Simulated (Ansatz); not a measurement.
The system is AgBr.

```
CELL_PARAMETERS angstrom
0.00000 2.87015 2.87015
2.87015 0.00000 2.87015
2.87015 2.87015 0.00000
ATOMIC_POSITIONS crystal
Ag 0.00000 0.00000 0.00000
Br 0.50000 0.50000 0.50000
```

Base run:

| Quantity | Value |
| --- | --- |
| Program | Ansatz 0.2.0 |
| Functional | HSE06 |
| Potentials or basis | all-electron PAW datasets made for the crystal |
| Cutoff | 290 eV (chosen from the basis error) |
| k mesh | 6 × 6 × 6 |
| Occupations | fermi-dirac, width 0.05 eV |
| Spin | no spin polarisation |

Its results: band gap on the k mesh 2.03 eV, indirect (least direct gap 3.86 eV); pressure 2.1 GPa.

The run is repeated on the same cell with these changes: functional from HSE06 to PBE0. What comes out?

Band gap on the k mesh 2.69 eV, indirect (least direct gap 4.53 eV); pressure 2.0 GPa.

A k mesh can miss the band edges.
